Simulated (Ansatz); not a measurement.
# Al started on an N site in wurtzite AlN, 96 atoms, charge −2

Wanted: geometry, formation energy and gap levels of the defect, compared across PBEsol and HSE06.

All numbers are computed with Ansatz 0.2.0 (PAW, plane waves).

## Step 1: The system as built

96 atoms (49 Al, 47 N); a = 9.341 Å, b = 10.787 Å, c = 9.967 Å, α = 90.00°, β = 90.00°, γ = 90.00°. All atoms were shaken off their sites by about 0.02 Å along each axis. Defect site 1: (0.500, 0.583, 0.440).

Steps to follow: (2) PBEsol relaxation at the single k point (¼, ¼, ¼), on 1 × NVIDIA GB200 with 8 threads of Arm Neoverse-V2; (3) HSE06 single point at the single k point (¼, ¼, ¼), on 1 × NVIDIA GB200 with 8 threads of Arm Neoverse-V2.

## Step 2: Relaxing the atoms with PBEsol

in.yaml reads:

```yaml
crystal:
  lattice:
    - [9.341448, 0.000000, 0.000000]
    - [0.000000, 10.786575, 0.000000]
    - [0.000000, 0.000000, 9.967057]
  atoms:
    - { symbol: Al, position: [0.162296, 0.083880, 0.248483] }
    - { symbol: Al, position: [0.168261, 0.083788, 0.748466] }
    - { symbol: Al, position: [0.004005, 0.332546, 0.248907] }
    - { symbol: Al, position: [0.002053, 0.332379, 0.747557] }
    - { symbol: Al, position: [0.500513, 0.083377, 0.249086] }
    - { symbol: Al, position: [0.501389, 0.082852, 0.749081] }
    - { symbol: Al, position: [0.333503, 0.336226, 0.248951] }
    - { symbol: Al, position: [0.332016, 0.328601, 0.752167] }
    - { symbol: Al, position: [0.160837, 0.578827, 0.249359] }
    - { symbol: Al, position: [0.167437, 0.581489, 0.748955] }
    - { symbol: Al, position: [0.997704, 0.831802, 0.250636] }
    - { symbol: Al, position: [0.001101, 0.833017, 0.748735] }
    - { symbol: Al, position: [0.833488, 0.080388, 0.251333] }
    - { symbol: Al, position: [0.833029, 0.079835, 0.748123] }
    - { symbol: Al, position: [0.667465, 0.332644, 0.247201] }
    - { symbol: Al, position: [0.665850, 0.329244, 0.749143] }
    - { symbol: Al, position: [0.497812, 0.582414, 0.250227] }
    - { symbol: Al, position: [0.500590, 0.582113, 0.749453] }
    - { symbol: Al, position: [0.330567, 0.833777, 0.253149] }
    - { symbol: Al, position: [0.333312, 0.835013, 0.752933] }
    - { symbol: Al, position: [0.831619, 0.583265, 0.248531] }
    - { symbol: Al, position: [0.830046, 0.586639, 0.750510] }
    - { symbol: Al, position: [0.667611, 0.832664, 0.250703] }
    - { symbol: Al, position: [0.668561, 0.834113, 0.744604] }
    - { symbol: Al, position: [0.502358, 0.584286, 0.435408] }
    - { symbol: Al, position: [0.001573, 0.167519, 0.502822] }
    - { symbol: Al, position: [0.001031, 0.161746, 0.000006] }
    - { symbol: Al, position: [0.335395, 0.166844, 0.499763] }
    - { symbol: Al, position: [0.331405, 0.165478, 0.001124] }
    - { symbol: Al, position: [0.161367, 0.419136, 0.493616] }
    - { symbol: Al, position: [0.168524, 0.416612, 0.998313] }
    - { symbol: Al, position: [0.996013, 0.669180, 0.500334] }
    - { symbol: Al, position: [0.000793, 0.667275, 0.998849] }
    - { symbol: Al, position: [0.665618, 0.164234, 0.500726] }
    - { symbol: Al, position: [0.667888, 0.168037, 0.999200] }
    - { symbol: Al, position: [0.500151, 0.416315, 0.499805] }
    - { symbol: Al, position: [0.499704, 0.417953, 0.998002] }
    - { symbol: Al, position: [0.335560, 0.667922, 0.500499] }
    - { symbol: Al, position: [0.335458, 0.664546, 0.998556] }
    - { symbol: Al, position: [0.169652, 0.917436, 0.496972] }
    - { symbol: Al, position: [0.166363, 0.915547, 0.999616] }
    - { symbol: Al, position: [0.830381, 0.415594, 0.498327] }
    - { symbol: Al, position: [0.834104, 0.417918, 0.992887] }
    - { symbol: Al, position: [0.663897, 0.665352, 0.498716] }
    - { symbol: Al, position: [0.669386, 0.666568, 0.997829] }
    - { symbol: Al, position: [0.500664, 0.920844, 0.496102] }
    - { symbol: Al, position: [0.499100, 0.914912, 0.998204] }
    - { symbol: Al, position: [0.833215, 0.919051, 0.499223] }
    - { symbol: Al, position: [0.833934, 0.918791, 0.999215] }
    - { symbol: N, position: [0.002290, 0.166159, 0.186620] }
    - { symbol: N, position: [0.999472, 0.167110, 0.691487] }
    - { symbol: N, position: [0.334452, 0.165558, 0.189125] }
    - { symbol: N, position: [0.335710, 0.169740, 0.688479] }
    - { symbol: N, position: [0.162499, 0.416576, 0.189195] }
    - { symbol: N, position: [0.168109, 0.419846, 0.689283] }
    - { symbol: N, position: [0.000872, 0.666975, 0.190336] }
    - { symbol: N, position: [0.997205, 0.666626, 0.687883] }
    - { symbol: N, position: [0.664552, 0.169663, 0.187242] }
    - { symbol: N, position: [0.666794, 0.165996, 0.688317] }
    - { symbol: N, position: [0.496044, 0.416957, 0.190660] }
    - { symbol: N, position: [0.497253, 0.414802, 0.688559] }
    - { symbol: N, position: [0.333858, 0.669310, 0.190004] }
    - { symbol: N, position: [0.333357, 0.670026, 0.687819] }
    - { symbol: N, position: [0.170874, 0.918447, 0.191507] }
    - { symbol: N, position: [0.171860, 0.915480, 0.692935] }
    - { symbol: N, position: [0.834687, 0.420049, 0.189835] }
    - { symbol: N, position: [0.833663, 0.417269, 0.686796] }
    - { symbol: N, position: [0.669090, 0.668201, 0.190290] }
    - { symbol: N, position: [0.666767, 0.664678, 0.689632] }
    - { symbol: N, position: [0.500338, 0.916064, 0.191272] }
    - { symbol: N, position: [0.499663, 0.916673, 0.686522] }
    - { symbol: N, position: [0.831981, 0.915643, 0.190214] }
    - { symbol: N, position: [0.835988, 0.917631, 0.688806] }
    - { symbol: N, position: [0.164842, 0.082343, 0.437969] }
    - { symbol: N, position: [0.168696, 0.086004, 0.940845] }
    - { symbol: N, position: [0.998863, 0.330697, 0.438645] }
    - { symbol: N, position: [0.001723, 0.332346, 0.937027] }
    - { symbol: N, position: [0.501867, 0.083864, 0.439220] }
    - { symbol: N, position: [0.499729, 0.079456, 0.941673] }
    - { symbol: N, position: [0.333781, 0.333525, 0.437441] }
    - { symbol: N, position: [0.333116, 0.330220, 0.940053] }
    - { symbol: N, position: [0.169391, 0.586480, 0.439936] }
    - { symbol: N, position: [0.165303, 0.584988, 0.941003] }
    - { symbol: N, position: [0.997199, 0.833497, 0.438321] }
    - { symbol: N, position: [0.002469, 0.832570, 0.938024] }
    - { symbol: N, position: [0.828113, 0.079509, 0.437280] }
    - { symbol: N, position: [0.834039, 0.083536, 0.938316] }
    - { symbol: N, position: [0.668349, 0.335093, 0.437050] }
    - { symbol: N, position: [0.664716, 0.334864, 0.938647] }
    - { symbol: N, position: [0.500190, 0.586673, 0.938412] }
    - { symbol: N, position: [0.338224, 0.833580, 0.440573] }
    - { symbol: N, position: [0.330996, 0.830094, 0.934163] }
    - { symbol: N, position: [0.833780, 0.584046, 0.439023] }
    - { symbol: N, position: [0.835578, 0.582231, 0.940856] }
    - { symbol: N, position: [0.664767, 0.834110, 0.436129] }
    - { symbol: N, position: [0.660203, 0.834264, 0.939917] }
  symmetry: { detect: false }
kpoints:
  mp_grid: { grid: [1, 1, 1], shift: [0.25, 0.25, 0.25] }
hamiltonian:
  xc: pbesol
total_charge: -2
scf:
  occupations: { method: fermi_dirac, width: 0.01 }
relax:
  f_tol: 0.03
  max_steps: 80
  escape_saddle: false
  adjacent_minimum: "off"
output:
  forces: true
  eigenvalues: true
  populations: true
  charged_corrections: { epsilon: 8.5 }
```

The run is started by

```sh
ansatz run in.yaml --threads 8 --pin off --max-ram 118750MiB --runs-dir r --events-out ev --progress --plain --backend cuda --devices 0, --max-vram 170GiB
```

After this run come: Single point with HSE06.

Q: Predict the outcome of this session. Wanted: for each run, formation energy; host gap; top filled to lowest empty.

The runs gave:

| level | time | formation energy (eV) | host gap (eV) | top filled to lowest empty (eV) |
| --- | --- | --- | --- | --- |
| PBEsol, relaxation | 11 s (GPU) | 18.22 | 4.09 | 1.95 |
| HSE06 | 15 s (GPU) | 20.42 | 5.55 | 2.90 |

```
     quantity                              value
   relaxation  16 recorded steps, 9.24 eV gained
largest shift                      0.82 Å (Al18)
```

Relaxation gains 9.24 eV, with shifts up to 0.82 Å (Al18). The formation energy at E_F = VBM goes from 18.22 eV (PBEsol) to 20.42 eV (HSE06), as the host gap goes from 4.09 to 5.55 eV. The reservoirs are the elements' reference phases; where the defect changes the composition, the value depends on that choice. HSE06 puts 4 localised levels over 0.1 eV inside the gap, at 0.17 (filled), 3.03 (filled), 3.19 (filled), 3.41 (filled) eV, the tightest of them shared by about 6 atoms. Those within 0.2 eV of an edge lie within the error of lining up the edges. The host's edges were read at Γ, so band-like levels at this k point need not coincide with them. One k point and a cell of this size can leave errors of several tenths of an eV. The dielectric constant of 8.5 in the correction is an assumed value.
